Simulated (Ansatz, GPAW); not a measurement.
Nb: 3 runs at one level of theory

```
CELL_PARAMETERS angstrom
-1.66395 1.66395 1.66395
1.66395 -1.66395 1.66395
1.66395 1.66395 -1.66395
ATOMIC_POSITIONS crystal
Nb 0.00000 0.00000 0.00000
```

Alike in all runs: task single point; functional PBE; k mesh 11 × 11 × 11; occupations gaussian, width 0.024 eV; no spin polarisation; no spin-orbit coupling. Pressure is positive in compression and, in plane waves, holds the error of the finite cutoff, which Ansatz's Pulay term estimates and takes out.

```csv
program and potentials,plane-wave cutoff (eV),notes,pressure (GPa)
"Ansatz, Ansatz PAW",420,Pulay term of +0.03 GPa included,-1.73
"GPAW, GPAW PAW data sets (gpaw-data 1.2.1)",600,-,-2.51
"Ansatz, all-electron LAPW, scalar-relativistic",-,-,?
```

Task: Estimate from the other rows what the run with Ansatz, all-electron LAPW, scalar-relativistic gave.

Result: Pressure -1.74 GPa. The other rows, which needn't bracket it: pressure -2.51 to -1.73.
